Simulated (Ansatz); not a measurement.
Crystal: Ga.

```
Ga
1.0
    -1.34574    1.36748    2.27974
     1.38532   -1.38141    2.31180
     1.38426    1.41993   -2.28809
Ga
1
Direct
  0.00017 0.01188 0.01187
```

The cell isn't the ideal one: cell strained at random at fixed volume.

Below is the output of Ansatz 0.2.0 for this cell. Logs are shortened: lines on timing, memory, paths and dates and some standing lists are left out, and cuts for length are marked.

```text
Warning: RAYON_NUM_THREADS=1 ignored (pool sized by the plan → 1); use --threads N
Ga: projections on atomic orbitals take those of the free atom 1s2 2s2 2p6 3s2 3p6 3d10 4s2 4p1, of charge +0.00 (hamiltonian.pseudopotentials.projection_atoms)
LAPW: plane waves up to 7.891 Å⁻¹, error target 1.0e-3 eV per atom; small_component_spin mean_spin; Ga in spheres of 1.385 Å, 21 of its electrons in bands, Dirac shells [] (how accurate: hamiltonian.pseudopotentials.lapw.basis_error, Limitations)
Engine: ansatz 0.2.0, aarch64-unknown-linux-gnu
Pseudopotentials: kind: all_electron
Pseudopotential: Ga, LAPW, valence charge 21, lapw/all_electron/scalar/gaussian/Ga, Koelling and Harmon's equation, gaussian nucleus
Functional definition: PBE
  parameter kappa = 0.804
  parameter beta = 0.06672455060314922
  exchange = pbe_x(kappa = kappa, mu = beta*pi^2/3)
  correlation = pbe_c(beta = beta)
Crystal: 1 atoms, lattice volume = 17.718 Å³
Basis set: ecut = 237.2517047189714 eV, 149 PW (Γ), FFT grids on a1+a3, a2+a3, −a1, exchange–correlation at level 2
Bands: 15, of which v1, the nominal top of the filled ones, is band 11 counted from 1 (10 counted from 0)
Symmetry: 2 space group operations
Space group: P-1 (ITA 2), of the structure as read, at distance tolerance 2.6e-5 Å
k-points: 1099 of 2197
Non-local potential: Ga, projectors of the file, none
Initial density: superposition of atomic densities (chi_scale 0.1, normalization cell)
Initial wavefunctions: plane waves of lowest kinetic energy (no species holds an atomic orbital)
Functional: x = pbe(κ = 0.804, μ = 0.2195149727645171), c = pbe(β = 0.06672455060314922)
iter 1 solved again at ethr=5.55e-5 eV; its pass at ethr=1.00e-1 eV (dr2=1.17e-2 eV) is discarded
SCF iter   1: F=—  HF=-52899.851341 eV  |F-HF|=—  |Δ(HF+E_count)|=         —  Δρ=1.04e-2  dr2=1.17e-2  ethr=5.55e-5  ⟨swp⟩=3.1  Hψ=113835  notcnv=0
preconditioner: auto → Kerker (q_TF=auto, 2.807 Å⁻¹)  [metal: Δε(μ)=0.006 eV  Ē_g=21.498 eV  σ=0.050 eV  W_gap=0.03  n_scr=10 (ndim 8)  ℏωp=31.8 eV  f_vac=0.000  D(μ)=0.39/eV (n_scr^D=0)]
SCF iter   2: F=—  HF=-52899.820940 eV  |F-HF|=—  |Δ(HF+E_count)|=   3.04e-2  Δρ=5.81e-3  dr2=4.23e-3  ethr=5.55e-5  ⟨swp⟩=2.0  Hψ=49014  notcnv=0
SCF iter   3: F=—  HF=-52899.815337 eV  |F-HF|=—  |Δ(HF+E_count)|=   5.60e-3  Δρ=4.37e-3  dr2=2.57e-3  ethr=2.02e-5  ⟨swp⟩=2.0  Hψ=46657  notcnv=0
SCF iter   4: F=—  HF=-52899.814555 eV  |F-HF|=—  |Δ(HF+E_count)|=   7.82e-4  Δρ=2.49e-3  dr2=9.16e-4  ethr=1.22e-5  ⟨swp⟩=2.0  Hψ=46659  notcnv=0
iter 5 solved again at ethr=3.31e-7 eV; its pass at ethr=4.36e-6 eV (dr2=6.95e-5 eV) is discarded
SCF iter   5: F=—  HF=-52899.814458 eV  |F-HF|=—  |Δ(HF+E_count)|=   9.77e-5  Δρ=6.36e-4  dr2=6.95e-5  ethr=3.31e-7  ⟨swp⟩=2.0  Hψ=79161  notcnv=0
SCF iter   6: F=—  HF=-52899.814457 eV  |F-HF|=—  |Δ(HF+E_count)|=   6.27e-7  Δρ=8.85e-5  dr2=1.66e-6  ethr=3.31e-7  ⟨swp⟩=2.0  Hψ=46660  notcnv=0
SCF iter   7: F=-52899.814457 eV  HF=-52899.814457 eV  |F-HF|=1.40e-9  |Δ(HF+E_count)|=   1.77e-7  Δρ=1.61e-5  dr2=5.50e-8  ethr=7.92e-9  ⟨swp⟩=2.0  Hψ=46660  notcnv=0
SCF 1 converged in 7 iterations: F = -52899.814457 eV  dr2 = 5.50e-8
SCF converged after 7 iterations
Free energy (F): -52899.814457 eV
Harris-Foulkes:  -52899.814457 eV  (|F-HF|=1.40e-9)
Internal energy: -52899.811224 eV  (E = F + TS)
E sigma→0 (E₀):  -52899.812840 eV
Entropy (-TS):   -0.003233 eV (-3.233 meV/atom)
Fermi energy:    12.718327 eV
--- Per-component energies (eV) ---
  E_band       = -748.723985
  E_kinetic    = 53941.189250
  E_xc         = -2059.667887
  E_electrostatic = -104781.332587  (all electrons and nuclei)
  E_smearing   = -0.003233  (= −TS)
  E_closure    = 0.000000  (closes the sum)
  E_atoms      = -52896.944559  (free atoms, spherical and without spin; not in F)
  Σ components = -52899.814457   (vs F -52899.814457, Δ=0.00e0)
  Basis errors (estimates in eV, not in F): energy 2.7e-4 per atom: plane waves 2.5e-4 (1.4e-4 summed), levels above the bands 4.7e-131, relativity 1.3e-8, radial functions 1.3e-5, core shells 2.4e-11; eigenvalues (radial functions only) 1.1e-4; not estimated: angular momenta, meshes, grids; target (lapw.basis_error) 1.0e-3; muffin-tin radii Ga 1.385 Å
--- Forces (eV/Å), atoms counted from 1 ---
  atom   1  Ga     0.00000000     0.00000000     0.00000000
  max |Σ_I F_I| component: 0.00e0 eV/Å
--- Stress (GPa, compression-positive) ---
        4.007005       0.151178      -0.031961
        0.151178       3.837290      -0.126393
       -0.031961      -0.126393       3.232098
  P = ⅓ Tr σ = 3.6921 GPa (36.921 kbar)
--- Band table (eV; the first three rows and the last of 1099) ---
  k-point 0: bands = ["-130.9885", "-81.7322", "-81.7108", "-81.7090", "-2.2958", "-2.1422", "-2.1239", "-2.1025", "-1.9522", "1.2439", "25.4365", "25.6961", "25.9716", "28.8523", "29.3549"]
  k-point 1: bands = ["-130.9885", "-81.7322", "-81.7111", "-81.7094", "-2.2702", "-2.1428", "-2.1261", "-2.0962", "-1.9649", "1.4723", "24.0295", "24.6237", "25.0760", "27.1280", "29.9716"]
  k-point 2: bands = ["-130.9884", "-81.7324", "-81.7118", "-81.7103", "-2.1980", "-2.1742", "-2.1104", "-2.0769", "-1.9993", "2.1631", "21.8509", "22.7890", "23.5047", "25.1318", "29.3391"]
  k-point 1098: bands = ["-130.9881", "-81.7334", "-81.7155", "-81.7105", "-2.2367", "-2.1783", "-2.1134", "-2.0124", "-1.9222", "5.9124", "12.0913", "20.3972", "22.1276", "25.1702", "25.7406"]
--- Löwdin populations: 1 site ---
  site symbol       q [e]
     0     Ga     30.9837
  spilling = 0.000526 (of n_electrons = 31.000000)
```

Problem. What input gives this log?

Solution. Single point with PBE, no spin polarisation. The files as run (others can give the same):

input.yaml
```yaml
crystal:
  lattice:
    - [-1.345743, 1.367481, 2.279744]
    - [1.385322, -1.38141, 2.311795]
    - [1.384263, 1.41993, -2.288088]
  atoms:
    - { symbol: Ga, position: [0.000172, 0.011881, 0.011873] }
kpoints:
  mp_grid: { grid: [13, 13, 13] }
scf:
  occupations: { method: fermi_dirac, width: 0.05 }
hamiltonian:
  xc: pbe
  pseudopotentials: { kind: all_electron, lapw: { basis_error: 0.001 } }
output:
  forces: true
  stress: true
  eigenvalues: true
  populations: true
```

Potentials or basis: all-electron LAPW, scalar-relativistic.
Run with:
```console
$ ansatz run input.yaml --threads 1 --pin off --max-ram 2560MiB --backend cpu --events-out ev --progress --plain --runs-dir out
```
